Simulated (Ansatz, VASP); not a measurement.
TiB: VASP beside Ansatz

```
Ti B
1.0
     0.00000    2.50146    2.50146
     2.50146    0.00000    2.50146
     2.50146    2.50146    0.00000
Ti B
1 1
Cartesian
  3.7522 3.7522 3.7522
  0.0000 0.0000 0.0000
```

Alike in both runs: task single point; functional PBEsol; k mesh 14 × 14 × 14; occupations gaussian, width 0.1 eV; no spin polarisation.

```csv
,VASP,Ansatz
version,VASP 6.6.1,Ansatz 0.2.0
potentials or method,"VASP PAW PBE potentials, release 64 (Ti_sv, B)","scalar-relativistic, plane waves, PAW"
plane-wave cutoff (eV),520,420
valence electrons in the cell,15,15
```

```tsv
	VASP	Ansatz	Ansatz less VASP
gap on the k mesh at the Fermi level (eV)	none	none	-
pressure (GPa)	-5.6	-5.6	-0.02
```

A gap of «none» marks a metal or a gap that the smearing closes.

Caveats: the PAW data sets were made with another functional, which shifts forces and pressure a little (VASP).
